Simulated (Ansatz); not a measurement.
# Thickness series of a CoSi2/ZnS/NiSi2 junction, part 2 of 6

Wanted: T(E), the conductance and its decay constant for CoSi2/ZnS/NiSi2. The lower electrode is CoSi2 fluorite(111) turned by 180 degrees (type B), the upper one NiSi2 fluorite(111); the barrier is ZnS zinc blende(111) (whole bilayers). In the first transport cell, after relaxation, the nearest pair of electrode and barrier is Si–S at 2.34 Å, along the normal, at the lower face and Si–Zn at 2.47 Å, along the normal, at the upper one. All share a net of side 3.822 Å, which strains the lower electrode by +0.8 %, the upper one by -0.5 % and the barrier by -0.8 %, against typed lattice constants near PBE's. The first steps treat the bulk electrodes alone.

Ansatz 0.2.0; PBE DFT, plane waves, PAW files (the session's first sound run).

So far: Set-up; The strained electrode.

## (3) Layer spacing of the electrode

System of this step: Si2Ni (NiSi2). Symmetry: R-3m, No. 166, trigonal system. Conventional cell: a = 3.822 Å, b = 3.822 Å, c = 9.435 Å, α = 90.00°, β = 90.00°, γ = 120.00°. Si has 4 Ni at 2.34 to 2.36 Å nearest. Ni has 8 Si at 2.34 to 2.36 Å nearest. Farther neighbours are not listed.

The electrode is held to the junction's net and relaxed along the normal; its spacing is used for the ideal lead layers.

input.yaml reads:

```yaml
crystal:
  lattice:
    - [3.822, 0.0, 0.0]
    - [-1.911, 3.3099490933, 0.0]
    - [0.0, 0.0, 9.4351961468]
  atoms:
    - { symbol: Si, position: [0.0, 0.0, 0.0] }
    - { symbol: Ni, position: [0.3333333333, 0.6666666667, 0.0833333333] }
    - { symbol: Si, position: [0.6666666667, 0.3333333333, 0.1666666667] }
    - { symbol: Si, position: [0.3333333333, 0.6666666667, 0.3333333333] }
    - { symbol: Ni, position: [0.6666666667, 0.3333333333, 0.4166666667] }
    - { symbol: Si, position: [0.0, 0.0, 0.5] }
    - { symbol: Si, position: [0.6666666667, 0.3333333333, 0.6666666667] }
    - { symbol: Ni, position: [0.0, 0.0, 0.75] }
    - { symbol: Si, position: [0.3333333333, 0.6666666667, 0.8333333333] }
kpoints:
  mp_grid: { grid: [12, 12, 3] }
scf:
  occupations: { method: fermi_dirac, width: 0.1 }
  max_iter: 150
hamiltonian:
  xc: pbe
relax:
  f_tol: 0.01
  max_steps: 40
  cell: { fix: [a, b, angles] }
```

Command:

```sh
$ ansatz run input.yaml --threads 8 --pin off --max-ram 24576MiB --backend cpu --events-out ev --progress --plain --runs-dir out
```

Numbers of over 12 decimals in the logs are rounded to 6 here.

What it wrote:

```text
[...]
Crystal: 9 atoms, lattice volume = 119.361 Å³
Basis set: ecut = 420 eV, 2287 PW (Γ), exchange–correlation on 54×54×128 points (8 copies of the dense FFT grid, shifted against one another)
Bands: 48, of which v1, the nominal top of the filled ones, is band 39 counted from 1 (38 counted from 0)
Symmetry: 36 space group operations
[...]
k-points: 50 of 432
[...]
SCF iter   1: F=—  HF=-21337.246923 eV  |F-HF|=—  |Δ(HF+E_count)|=         —  Δρ=1.05e-2  dr2=9.36e-2  ethr=1.77e-3  ⟨swp⟩=7.6  Hψ=10244  notcnv=0  defer=1
[...]
SCF iter   8: F=-21337.236320 eV  HF=-21337.236320 eV  |F-HF|=5.68e-10  |Δ(HF+E_count)|=   1.49e-7  Δρ=2.47e-6  dr2=1.10e-8  ethr=1.28e-10  ⟨swp⟩=4.1  Hψ=8502  notcnv=0
SCF 1 converged in 8 iterations: F = -21337.236320 eV  dr2 = 1.10e-8
[...]
relax step   1: F+E_penalty+E_count = -21337.23631953 eV  Δ(F+E_penalty+E_count) = +0.000e0 eV  max|allowed force component| = 9.531e-2 eV/Å  Δτ_max = 0.0000 Å  P = +2.113 GPa  Ω = 119.361 Å³  fix = [a, b, alpha, beta, gamma]  reactions: a +2.306, b +2.306 GPa  (8 SCF iters, dr2 threshold 1.00e-7 eV, accepted)
Crystal: 9 atoms, lattice volume = 119.931 Å³
Basis set: ecut = 420 eV, 2323 PW (Γ), exchange–correlation on 54×54×128 points (8 copies of the dense FFT grid, shifted against one another)
[...]
SCF iter   6: F=-21337.243702 eV  HF=-21337.243702 eV  |F-HF|=1.29e-8  |Δ(HF+E_count)|=   1.87e-7  Δρ=7.61e-6  dr2=7.05e-8  ethr=7.71e-10  ⟨swp⟩=2.8  Hψ=9059  notcnv=0
SCF 2 converged in 6 iterations: F = -21337.243702 eV  dr2 = 7.05e-8
relax step   2: F+E_penalty+E_count = -21337.24370247 eV  Δ(F+E_penalty+E_count) = -7.383e-3 eV  max|allowed force component| = 5.900e-2 eV/Å  Δτ_max = 0.0069 Å  P = +1.405 GPa  Ω = 119.931 Å³  energy of the carried Pulay correction = -1.601e-4 eV  fix = [a, b, alpha, beta, gamma]  reactions: a +1.751, b +1.751 GPa  (6 SCF iters, dr2 threshold 9.00e-7 eV, accepted)
Crystal: 9 atoms, lattice volume = 120.447 Å³
[...]
SCF iter   6: F=-21337.246215 eV  HF=-21337.246215 eV  |F-HF|=1.32e-8  |Δ(HF+E_count)|=   1.89e-7  Δρ=7.81e-6  dr2=7.68e-8  ethr=8.23e-10  ⟨swp⟩=2.9  Hψ=9183  notcnv=0
SCF 3 converged in 6 iterations: F = -21337.246215 eV  dr2 = 7.68e-8
relax step   3: F+E_penalty+E_count = -21337.24621467 eV  Δ(F+E_penalty+E_count) = -2.512e-3 eV  max|allowed force component| = 7.145e-3 eV/Å  Δτ_max = 0.0082 Å  P = +0.782 GPa  Ω = 120.447 Å³  energy of the carried Pulay correction = -3.044e-4 eV  fix = [a, b, alpha, beta, gamma]  reactions: a +1.210, b +1.210 GPa  (6 SCF iters, dr2 threshold 9.00e-7 eV, accepted)
[...]
relax step   4: F+E_penalty+E_count = -21337.24623349 eV  Δ(F+E_penalty+E_count) = -1.882e-5 eV  max|allowed force component| = 1.336e-3 eV/Å  Δτ_max = 0.0005 Å  P = +0.793 GPa  Ω = 120.437 Å³  energy of the carried Pulay correction = -3.017e-4 eV  fix = [a, b, alpha, beta, gamma]  reactions: a +1.200, b +1.200 GPa  (6 SCF iters, dr2 threshold 1.41e-8 eV, accepted)
[...]
SCF iter   6: F=-21337.246532 eV  HF=-21337.246532 eV  |F-HF|=1.46e-11  |Δ(HF+E_count)|=  1.09e-11  Δρ=7.39e-8  dr2=5.91e-12  ethr=1.00e-12  ⟨swp⟩=3.0  Hψ=8524  notcnv=0
SCF 5 converged in 6 iterations: F = -21337.246532 eV  dr2 = 5.91e-12
relax step   5: F+E_penalty+E_count = -21337.24653248 eV  Δ(F+E_penalty+E_count) = -2.990e-4 eV  max|allowed force component| = 1.389e-3 eV/Å  Δτ_max = 0.0000 Å  P = +0.795 GPa  Ω = 120.437 Å³  fix = [a, b, alpha, beta, gamma]  reactions: a +1.201, b +1.201 GPa  stress off target by 1.77e-2 GPa on what of the cell is left free  SCF on the basis re-selected at this cell (its energy is not comparable with the rows above)  (6 SCF iters)
basis re-selected at this cell: Δ(F+E_penalty+E_count) = -2.990e-4 eV, ΔP = +0.001 GPa vs the last step (what re-selecting the basis moved, of the pressure what is left beyond the Pulay correction that the steps carried, after the strain that the cell walked since its last selection, with what the two solves' SCF thresholds leave and, on support functions, any second-order correction that the steps lacked; it is no m [...]
SCF converged after 6 iterations
Free energy (F): -21337.246532 eV
[...]
Internal energy: -21337.159301 eV  (E = F + TS)
E sigma→0 (E₀):  -21337.202917 eV
Entropy (-TS):   -0.087231 eV (-9.692 meV/atom)
Fermi energy:    12.965436 eV
[...]
--- Forces (eV/Å), atoms counted from 1 ---
  atom   1  Si    -0.00000000    -0.00000000    -0.00138941
  atom   2  Ni     0.00000000     0.00000000     0.00000000
  atom   3  Si     0.00000000     0.00000000     0.00138941
  atom   4  Si    -0.00000000    -0.00000000    -0.00138941
  atom   5  Ni    -0.00000000     0.00000000     0.00000000
  atom   6  Si    -0.00000000     0.00000000     0.00138941
  atom   7  Si     0.00000000    -0.00000000    -0.00138941
  atom   8  Ni     0.00000000    -0.00000000     0.00000000
  atom   9  Si     0.00000000     0.00000000     0.00138941
  max |Σ_I F_I| component: 9.25e-18 eV/Å
--- Stress (GPa, compression-positive) ---
        1.201063      -0.000000      -0.000000
       -0.000000       1.201063      -0.000000
       -0.000000      -0.000000      -0.017704
  P = ⅓ Tr σ = 0.7948 GPa (7.948 kbar)
--- Relaxed structure (4 steps of the walk, 4 accepted, 1 SCFs on fresh bases) ---
[...]
cell:  # Å, volume = 120.4374 Å³
    - [3.822000, 0, 0]
    - [-1.911000, 3.309949, 0]
    - [0, 0, 9.520271]
  atoms:
    - { symbol: Si, position: [-6.134250623527153e-19, -1.7526430352934764e-19, -0.0016614] }
    - { symbol: Ni, position: [0.333333, 0.666667, 0.083333] }
    - { symbol: Si, position: [0.666667, 0.333333, 0.168328] }
    - { symbol: Si, position: [0.333333, 0.666667, 0.331672] }
    - { symbol: Ni, position: [0.666667, 0.333333, 0.416667] }
    - { symbol: Si, position: [6.134250623527157e-19, 1.7526430352934764e-19, 0.501661] }
    - { symbol: Si, position: [0.666667, 0.333333, 0.665005] }
    - { symbol: Ni, position: [0, 0, 0.75] }
    - { symbol: Si, position: [0.333333, 0.666667, 0.834995] }
```

Wall time 8.9 s (8 threads of Arm Neoverse V2, shared host); peak memory 0.73 GiB; 65 s of CPU time.

This run has no spin polarisation, although Ni can carry a moment.

Relaxation path:

| step | energy less that of the first step (eV) | largest force component (eV/Å) | pressure (GPa) | volume (Å³) |
| --- | --- | --- | --- | --- |
| 1 | 0.0000 | 0.0953 | 2.11 | 119.36 |
| 2 | -0.0074 | 0.0590 | 1.40 | 119.93 |
| 3 | -0.0099 | 0.0071 | 0.78 | 120.45 |
| 4 | -0.0099 | 0.0013 | 0.79 | 120.44 |
| 5* | -0.0102 | 0.0014 | 0.79 | 120.44 |

Relaxation steps marked * repeat the geometry before them on a plane-wave basis chosen anew for their cell, so energy and pressure can jump there.

The run keeps the 36 symmetry operations that it works with, so distortions that break them were not tested.

| conventional cell, symmetrised | before | after | change |
| --- | --- | --- | --- |
| a (Å) | 3.822 | 3.822 | +0.0 % |
| b (Å) | 3.822 | 3.822 | +0.0 % |
| c (Å) | 9.435 | 9.520 | +0.9 % |
| volume (Å³/atom) | 13.26 | 13.38 | +0.9 % |

The atoms that moved most (Å, as changes of fractional coordinates times the final cell):

| atom | dx | dy | dz | length |
| --- | --- | --- | --- | --- |
| Si9 | 0.000 | 0.000 | 0.016 | 0.016 |
| Si4 | 0.000 | 0.000 | -0.016 | 0.016 |
| Si6 | 0.000 | 0.000 | 0.016 | 0.016 |
| Si3 | 0.000 | 0.000 | 0.016 | 0.016 |
| Si1 | 0.000 | 0.000 | -0.016 | 0.016 |
| Si7 | 0.000 | 0.000 | -0.016 | 0.016 |

Numbers from this step:

```
free energy  : -21337.2465 eV
Fermi energy : 12.97 eV
pressure     : 0.7948 GPa
```

The relaxation ends with a largest force component of 0.0014 eV/Å.

## (4) Relaxing the interfaces

System of this step: CoSi2/ZnS/NiSi2. The cell holds 14 atoms: 6 Si, 1 Co, 3 S, 3 Zn and 1 Ni. Cell: a = 3.822 Å, b = 3.822 Å, c = 33.932 Å, α = 90.0°, β = 90.0°, γ = 120.0°. Vacuum lies along c.

Tunnelling depends exponentially on distance, so the interfaces are relaxed first. A short slab in vacuum serves: only the barrier and the layers next to it are taken over, and later cells can add or drop layers in the barrier's middle. The dipole correction removes the field that unlike faces would set up across the vacuum.

input.yaml reads:

```yaml
crystal:
  lattice:
    - [3.822, 0.0, 0.0]
    - [-1.911, 3.3099490933, 0.0]
    - [0.0, 0.0, 33.9319904882]
  atoms:
    - { symbol: Si, position: [0.66666667, 0.33333333, 0.235765715] }
    - { symbol: Si, position: [0.0, 0.0, 0.2810969888] }
    - { symbol: Co, position: [0.66666667, 0.33333333, 0.3037626257] }
    - { symbol: Si, position: [0.33333333, 0.66666667, 0.3264282626] }
    - { symbol: S, position: [0.33333333, 0.66666667, 0.3915585413] }
    - { symbol: Zn, position: [0.66666667, 0.33333333, 0.4148749991] }
    - { symbol: S, position: [0.66666667, 0.33333333, 0.4848243724] }
    - { symbol: Zn, position: [0.0, 0.0, 0.5081408301] }
    - { symbol: S, position: [0.0, 0.0, 0.5780902034] }
    - { symbol: Zn, position: [0.33333333, 0.66666667, 0.6014066612] }
    - { symbol: Si, position: [0.33333333, 0.66666667, 0.6715469614] }
    - { symbol: Ni, position: [0.66666667, 0.33333333, 0.6947187923] }
    - { symbol: Si, position: [0.0, 0.0, 0.7178906232] }
    - { symbol: Si, position: [0.66666667, 0.33333333, 0.764234285] }
kpoints:
  mp_grid: { grid: [8, 8, 1] }
scf:
  occupations: { method: fermi_dirac, width: 0.1 }
  max_iter: 150
hamiltonian:
  xc: pbe
efield:
  axis: 3
  dipole_correction: true
relax:
  f_tol: 0.04
  max_steps: 60
output:
  forces: true
```

What it wrote:

```text
[...]
Crystal: 14 atoms, lattice volume = 429.261 Å³
Basis set: ecut = 420 eV, 8345 PW (Γ), exchange–correlation on 54×54×480 points (8 copies of the dense FFT grid, shifted against one another)
Bands: 71, of which v1, the nominal top of the filled ones, is band 57 counted from 1 (56 counted from 0)
Symmetry: 6 space group operations
[...]
k-points: 10 of 64 (time reversal used)
[...]
SCF iter   1: F=—  HF=-27446.735377 eV  |F-HF|=—  |Δ(HF+E_count)|=         —  Δρ=4.68e-3  dr2=2.84e0  ethr=1.77e-3  p=0.051 e·Å  D=2.16e-2 V/Å  ΔV_dip=-0.73 eV  dr2_dipole=2.78e0  V_vac-E_F(+/−)=4.55/5.28 eV  ⟨swp⟩=9.5  Hψ=3729  notcnv=0  defer=7
efield: sawtooth ramp at fractional position 0.9500 (placed from the atoms, in the widest stretch of the axis that holds none; the zero of the levels goes with the place), width 0.1000; the density the first Hamiltonian is built on has a dipole p = 0.051 e·Å; the dipole correction subtracts the counter field D = 2.16e-2 V/Å, which shifts the + side's vacuum level by -0.73 eV against the − side's; the planar-averaged density in the ramp window peaks in size at 3.9e-5 e/Å³
[...]
SCF iter   2: F=—  HF=-27446.716557 eV  |F-HF|=—  |Δ(HF+E_count)|=   1.88e-2  Δρ=7.79e-3  dr2=2.06e-1  ethr=1.77e-3  p=0.035 e·Å  D=1.49e-2 V/Å  ΔV_dip=-0.51 eV  dr2_dipole=1.12e-3  V_vac-E_F(+/−)=4.86/5.37 eV  ⟨swp⟩=2.0  Hψ=928  notcnv=0  defer=24
[...]
SCF iter   8: F=-27446.696988 eV  HF=-27446.696995 eV  |F-HF|=6.97e-6  |Δ(HF+E_count)|=   4.79e-6  Δρ=2.83e-5  dr2=7.79e-6  ethr=3.54e-8  p=0.029 e·Å  D=1.23e-2 V/Å  ΔV_dip=-0.42 eV  dr2_dipole=2.89e-6  V_vac-E_F(+/−)=4.94/5.36 eV  ⟨swp⟩=5.0  Hψ=2578  notcnv=0
SCF 1 converged in 8 iterations: F = -27446.696988 eV  dr2 = 7.79e-6
[...]
relax step   1: F+E_penalty+E_count = -27446.69698801 eV  Δ(F+E_penalty+E_count) = +0.000e0 eV  max|allowed force component| = 1.037e0 eV/Å  Δτ_max = 0.0000 Å  (8 SCF iters, dr2 threshold 4.00e-5 eV, accepted)
[...]
SCF iter   1: F=—  HF=-27446.868271 eV  |F-HF|=—  |Δ(HF+E_count)|=         —  Δρ=7.51e-3  dr2=4.34e-1  ethr=3.79e-4  p=0.029 e·Å  D=1.23e-2 V/Å  ΔV_dip=-0.42 eV  dr2_dipole=2.15e-3  V_vac-E_F(+/−)=4.92/5.34 eV  ⟨swp⟩=1.1  Hψ=2698  notcnv=0  defer=25
efield: sawtooth ramp at fractional position 0.9500 (handed on by an earlier solve), width 0.1000; the density the first Hamiltonian is built on has a dipole p = 0.029 e·Å; the dipole correction subtracts the counter field D = 1.23e-2 V/Å, which shifts the + side's vacuum level by -0.42 eV against the − side's; the planar-averaged density in the ramp window peaks in size at 8.6e-6 e/Å³
[...]
SCF iter   2: F=—  HF=-27446.843147 eV  |F-HF|=—  |Δ(HF+E_count)|=   2.51e-2  Δρ=4.83e-3  dr2=9.83e-2  ethr=3.79e-4  p=0.030 e·Å  D=1.27e-2 V/Å  ΔV_dip=-0.43 eV  dr2_dipole=2.61e-3  V_vac-E_F(+/−)=4.88/5.31 eV  ⟨swp⟩=2.2  Hψ=1219  notcnv=0  defer=25
[...]
SCF iter   8: F=-27446.825109 eV  HF=-27446.825157 eV  |F-HF|=4.80e-5  |Δ(HF+E_count)|=   2.07e-5  Δρ=5.09e-5  dr2=4.08e-5  ethr=5.95e-8  p=0.032 e·Å  D=1.34e-2 V/Å  ΔV_dip=-0.45 eV  dr2_dipole=3.09e-5  V_vac-E_F(+/−)=4.94/5.40 eV  ⟨swp⟩=3.5  Hψ=2680  notcnv=0
SCF 2 converged in 8 iterations: F = -27446.825109 eV  dr2 = 4.08e-5
relax step   2: F+E_penalty+E_count = -27446.82510871 eV  Δ(F+E_penalty+E_count) = -1.281e-1 eV  max|allowed force component| = 6.007e-1 eV/Å  Δτ_max = 0.1011 Å  (8 SCF iters, dr2 threshold 6.72e-5 eV, accepted)
[...]
SCF iter  10: F=-27446.865130 eV  HF=-27446.865135 eV  |F-HF|=5.35e-6  |Δ(HF+E_count)|=   4.64e-6  Δρ=2.35e-5  dr2=3.81e-6  ethr=2.00e-8  p=0.035 e·Å  D=1.49e-2 V/Å  ΔV_dip=-0.50 eV  dr2_dipole=2.58e-6  V_vac-E_F(+/−)=4.92/5.42 eV  ⟨swp⟩=3.7  Hψ=1787  notcnv=0
SCF 3 converged in 10 iterations: F = -27446.865130 eV  dr2 = 3.81e-6
relax step   3: F+E_penalty+E_count = -27446.86512954 eV  Δ(F+E_penalty+E_count) = -4.002e-2 eV  max|allowed force component| = 2.407e-1 eV/Å  Δτ_max = 0.1246 Å  (10 SCF iters, dr2 threshold 2.25e-5 eV, accepted)
[...]
relax step   4: F+E_penalty+E_count = -27446.87667609 eV  Δ(F+E_penalty+E_count) = -1.155e-2 eV  max|allowed force component| = 3.208e-1 eV/Å  Δτ_max = 0.0694 Å  (8 SCF iters, dr2 threshold 9.30e-6 eV, accepted)
[...]
relax step   5: F+E_penalty+E_count = -27446.88524077 eV  Δ(F+E_penalty+E_count) = -8.565e-3 eV  max|allowed force component| = 2.861e-2 eV/Å  Δτ_max = 0.0366 Å  (7 SCF iters, dr2 threshold 1.65e-5 eV, accepted)
[...]
SCF iter   5: F=-27446.885247 eV  HF=-27446.885247 eV  |F-HF|=1.23e-7  |Δ(HF+E_count)|=   1.71e-9  Δρ=3.40e-6  dr2=9.58e-8  ethr=8.85e-11  p=0.037 e·Å  D=1.55e-2 V/Å  ΔV_dip=-0.53 eV  dr2_dipole=3.88e-8  V_vac-E_F(+/−)=4.90/5.42 eV  ⟨swp⟩=4.0  Hψ=2872  notcnv=0
SCF 6 converged in 5 iterations: F = -27446.885247 eV  dr2 = 9.58e-8
relax step   6: F+E_penalty+E_count = -27446.88524690 eV  Δ(F+E_penalty+E_count) = -6.125e-6 eV  max|allowed force component| = 2.837e-2 eV/Å  Δτ_max = 0.0000 Å  (5 SCF iters, accepted)
SCF converged after 5 iterations
Free energy (F): -27446.885247 eV
[...]
Internal energy: -27446.686573 eV  (E = F + TS)
E sigma→0 (E₀):  -27446.785910 eV
Entropy (-TS):   -0.198674 eV (-14.191 meV/atom)
Fermi energy:    2.605884 eV
Dipole field:    D = 0.015315 V/Å  (p = 0.036332 e·Å, saw-weighted, corrected)
Work function:   Φ+ = 4.9017 eV   Φ− = 5.4214 eV
Levels:          The Fermi level and band energies are counted from a zero that moves with the ramp; work functions are not
[...]
--- Forces (eV/Å), atoms counted from 1 ---
  atom   1  Si     0.00000000    -0.00000000    -0.01424211
  atom   2  Si     0.00000000    -0.00000000     0.00739233
  atom   3  Co     0.00000000    -0.00000000    -0.00337461
  atom   4  Si     0.00000000     0.00000000    -0.00382586
  atom   5  S      0.00000000    -0.00000000     0.01895148
  atom   6  Zn     0.00000000     0.00000000    -0.01047053
  atom   7  S      0.00000000    -0.00000000     0.00436443
  atom   8  Zn     0.00000000     0.00000000    -0.00248863
  atom   9  S      0.00000000    -0.00000000     0.00906378
  atom  10  Zn     0.00000000     0.00000000    -0.02343940
  atom  11  Si     0.00000000     0.00000000     0.02837026
  atom  12  Ni     0.00000000     0.00000000    -0.00326329
  atom  13  Si     0.00000000     0.00000000     0.01653044
  atom  14  Si     0.00000000    -0.00000000    -0.02357842
  max |Σ_I F_I| component: 1.01e-5 eV/Å
--- Relaxed structure (6 steps of the walk, 6 accepted, 0 SCFs on fresh bases) ---
  F+E_penalty+E_count = -27446.88524690 eV   max|allowed force component| = 2.837e-2 eV/Å
  atoms:
    - { symbol: Si, position: [0.666667, 0.333333, 0.232923] }
[...]
- { symbol: Co, position: [0.666667, 0.333333, 0.298202] }
    - { symbol: Si, position: [0.333333, 0.666667, 0.323028] }
    - { symbol: S, position: [0.333333, 0.666667, 0.392032] }
    - { symbol: Zn, position: [0.666667, 0.333333, 0.415876] }
    - { symbol: S, position: [0.666667, 0.333333, 0.484800] }
    - { symbol: Zn, position: [-1.4960485670506005e-17, -3.700743411970602e-17, 0.508931] }
    - { symbol: S, position: [-1.6105477053959357e-17, -3.700743411970602e-17, 0.577875] }
    - { symbol: Zn, position: [0.333333, 0.666667, 0.602344] }
    - { symbol: Si, position: [0.333333, 0.666667, 0.675091] }
    - { symbol: Ni, position: [0.666667, 0.333333, 0.696574] }
[...]
- { symbol: Si, position: [0.666667, 0.333333, 0.764235] }
```

Run time: 18 s. Hardware: 8 threads; peak memory 1.5 GiB; 2.2 min of CPU time.

This run has no spin polarisation although its electron count is odd.

Relaxation path:

| step | energy less that of the first step (eV) | largest force component (eV/Å) |
| --- | --- | --- |
| 1 | 0.0000 | 1.0368 |
| 2 | -0.1281 | 0.6007 |
| 3 | -0.1681 | 0.2407 |
| 4 | -0.1797 | 0.3208 |
| 5 | -0.1883 | 0.0286 |
| 6 | -0.1883 | 0.0284 |

Forces are held to the 6 operations that the run works with; a distortion that breaks them can't arise in this run.

The atoms that moved most (Å):

| atom | dx | dy | dz | length |
| --- | --- | --- | --- | --- |
| Co3 | 0.000 | 0.000 | -0.189 | 0.189 |
| Si13 | 0.000 | 0.000 | 0.172 | 0.172 |
| Si11 | 0.000 | 0.000 | 0.120 | 0.120 |
| Si4 | 0.000 | 0.000 | -0.115 | 0.115 |
| Si1 | 0.000 | 0.000 | -0.096 | 0.096 |
| Ni12 | 0.000 | 0.000 | 0.063 | 0.063 |
| Si2 | 0.000 | 0.000 | -0.056 | 0.056 |
| Zn6 | 0.000 | 0.000 | 0.034 | 0.034 |

This step gave:

- free energy: -27446.8852 eV
- Fermi energy: 2.606 eV
- work function, upper face: 4.902 eV
- work function, lower face: 5.421 eV
- dipole moment: 0.03633 e·Å
- dipole field: 0.01532 V/Å

The largest force component on a free atom ends at 0.028 eV/Å. The work functions of the outer faces are 5.42 and 4.90 eV.

(Continued in part 3 of 6.)

[Logs are printed without paths, hosts, clocks, repeated set-up lines and the standing remarks that a program may print on its own settings, such as how far it seeks lower states.]

[Hosts, paths, dates, database ids (printed as entryN), source tags and the programs' standing remarks are cut or masked in the printed files.]
